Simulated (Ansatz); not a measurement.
Method: Ansatz, DFT PBE, scalar-relativistic, plane waves, PAW. All cells share a 420 eV cutoff and Γ-centred k meshes spaced about 0.3 Å⁻¹ or finer (0.25 for metals, 2π included). No spin polarisation in the final relaxations.

All energies are static (0 K, no zero-point motion). All come from trial cells, and lower structures may exist.

Question: Order these relaxed structures of Al7N by energy, lowest first, with the energy over the lowest of them.
A.

```cif
data_structure
_symmetry_space_group_name_H-M 'R-3m:H'
_symmetry_Int_Tables_number 166
_cell_length_a 2.8964
_cell_length_b 2.8964
_cell_length_c 48.3096
_cell_angle_alpha 90.000
_cell_angle_beta 90.000
_cell_angle_gamma 120.000
_cell_volume 350.99
loop_
_atom_site_label
_atom_site_type_symbol
_atom_site_symmetry_multiplicity
_atom_site_Wyckoff_symbol
_atom_site_fract_x
_atom_site_fract_y
_atom_site_fract_z
_atom_site_occupancy
Al1 Al 6 c 0.00000 0.00000 0.92792 1
Al2 Al 6 c 0.33333 0.66667 0.88101 1
Al3 Al 6 c 0.66667 0.33333 0.69175 1
Al4 Al 3 b 0.66667 0.33333 0.83333 1
N1 N 3 a 0.00000 0.00000 0.00000 1
```

B.

```cif
data_structure
_symmetry_space_group_name_H-M 'R3m:H'
_symmetry_Int_Tables_number 160
_cell_length_a 2.9756
_cell_length_b 2.9756
_cell_length_c 48.7259
_cell_angle_alpha 90.000
_cell_angle_beta 90.000
_cell_angle_gamma 120.000
_cell_volume 373.62
loop_
_atom_site_label
_atom_site_type_symbol
_atom_site_symmetry_multiplicity
_atom_site_Wyckoff_symbol
_atom_site_fract_x
_atom_site_fract_y
_atom_site_fract_z
_atom_site_occupancy
Al1 Al 3 a 0.00000 0.00000 0.21359 1
Al2 Al 3 a 0.66667 0.33333 0.26041 1
Al3 Al 3 a 0.33333 0.66667 0.30558 1
Al4 Al 3 a 0.33333 0.66667 0.02607 1
Al5 Al 3 a 0.00000 0.00000 0.07521 1
Al6 Al 3 a 0.66667 0.33333 0.12085 1
Al7 Al 3 a 0.33333 0.66667 0.16714 1
N1 N 3 a 0.66667 0.33333 0.01115 1
```

C.

```cif
data_structure
_symmetry_space_group_name_H-M 'R-3:H'
_symmetry_Int_Tables_number 148
_cell_length_a 7.5841
_cell_length_b 7.5841
_cell_length_c 7.1911
_cell_angle_alpha 90.000
_cell_angle_beta 90.000
_cell_angle_gamma 120.000
_cell_volume 358.21
loop_
_atom_site_label
_atom_site_type_symbol
_atom_site_symmetry_multiplicity
_atom_site_Wyckoff_symbol
_atom_site_fract_x
_atom_site_fract_y
_atom_site_fract_z
_atom_site_occupancy
Al1 Al 18 f 0.57278 0.71277 0.49510 1
Al2 Al 3 b 0.00000 0.00000 0.50000 1
N1 N 3 a 0.00000 0.00000 0.00000 1
```

Answer: B (0 meV/atom), A (56 meV/atom), C (178 meV/atom). Forms: B R3m; A R-3m; C R-3. Counting Al atoms around N (those within 1.25 times the shortest such distance or 1.15 times the sum of covalent radii): B has N 4; A has N 6; C has N 6.

With atoms moved at random, R3m came back. Without a clear test, and held by symmetry: R-3m and R-3.

Some structure types and database cells were kept out of the candidates from the start, so a known form may be missing.
